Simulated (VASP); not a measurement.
A run of VASP 6.6.1 is set up as follows.

File POSCAR:

```
NaI
1.0
    4.0526221405     -0.1333738751     -0.1333738751
   -0.1333738751      4.0526221405     -0.1333738751
   -0.1333738751     -0.1333738751      4.0526221405
Na I
1 1
Direct
    0.0000000000      0.0000000000      0.0000000000
    0.5000000000      0.5000000000      0.5000000000
```

Contents of INCAR.step1:

```
SYSTEM = NaI
ALGO     = Normal         ! electronic algorithm
EDIFF    = 1E-5           ! SCF threshold, eV
ENCUT    = 520            ! plane-wave cutoff, eV
GGA      = PE             ! functional
ISIF     = 2              ! what is computed and relaxed
ISMEAR   = 0              ! smearing method
LASPH    = .TRUE.         ! aspherical terms in the spheres
LREAL    = .FALSE.        ! projectors in reciprocal space
LWAVE    = .TRUE.         ! write WAVECAR
NBANDS   = 14             ! bands
NELM     = 100            ! most SCF steps
PREC     = Accurate       ! precision mode
SIGMA    = 0.01           ! smearing width, eV
```

File INCAR.step2:

```
SYSTEM = NaI
ALGO     = Normal         ! electronic algorithm
EDIFF    = 1E-6           ! SCF threshold, eV
ENCUT    = 520            ! plane-wave cutoff, eV
GGA      = PE             ! functional
HFSCREEN = 0.2079         ! screening, 1/A
ISIF     = 2              ! what is computed and relaxed
ISMEAR   = 0              ! smearing method
ISTART   = 1            
LASPH    = .TRUE.         ! aspherical terms in the spheres
LCHARG   = .TRUE.         ! write CHGCAR
LELF     = .TRUE.         ! ELF
LHFCALC  = .TRUE.         ! exact exchange
LREAL    = .FALSE.        ! projectors in reciprocal space
LVHAR    = .TRUE.       
LWAVE    = .FALSE.        ! write WAVECAR
NBANDS   = 14             ! bands
NELM     = 100            ! most SCF steps
PREC     = Accurate       ! precision mode
PRECFOCK = Normal       
SIGMA    = 0.01           ! smearing width, eV
```

KPOINTS

```
k-points
0
G
  4 4 4
  0 0 0
```

Potentials or basis: VASP PAW PBE potentials, release 64 (Na_pv, I).

Command:

```sh
$ cat potpaw_PBE.64/Na_pv/POTCAR potpaw_PBE.64/I/POTCAR > POTCAR
$ cp INCAR.step1 INCAR
$ mpirun -np 1 vasp_std > vasp.out
$ cp INCAR.step2 INCAR
$ mpirun -np 1 vasp_std > vasp.out
```

(1) Predict the band gap on the k mesh.

(2) What does it give for the pressure?

Results:

(1) 3.30 eV, indirect (least direct gap 3.79 eV).

(2) 0.2 GPa.

Caveat: the PAW data sets were made with another functional, which shifts forces and pressure a little; spin-orbit coupling is left out, which moves the levels of the heavy elements.
